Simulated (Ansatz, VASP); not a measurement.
Si in VASP and in Ansatz

```
CELL_PARAMETERS angstrom
0.00000 2.73507 2.73507
2.73507 0.00000 2.73507
2.73507 2.73507 0.00000
ATOMIC_POSITIONS crystal
Si 0.25000 0.25000 0.25000
Si 0.00000 0.00000 0.00000
```

Alike in both runs: functional PBE; k mesh 8 × 8 × 8; no spin polarisation.

Ansatz relaxed the structure, and its values are those at the end. VASP's run is a single point on that final structure, the one shown.

|  | VASP | Ansatz |
| --- | --- | --- |
| version | VASP 6.6.1 | Ansatz 0.2.0 |
| potentials or method | VASP PAW PBE potentials, release 64 (Si) | scalar-relativistic, plane waves, PAW |
| plane-wave cutoff (eV) | 520 | 420 |
| occupations | gaussian, width 0.01 eV | fixed |
| valence electrons in the cell | 8 | 8 |

VASP gave:

| Quantity | Value |
| --- | --- |
| gap on the k mesh at the Fermi level (eV) | 0.65 |
| least direct gap on the mesh (eV) | 2.56 |
| pressure (GPa) | -0.1 |

Question: Estimate Ansatz's values.

Answer: gap on the k mesh at the Fermi level (eV): 0.65; least direct gap on the mesh (eV): 2.55; pressure (GPa): 0.0.

A k mesh can miss the band edges.
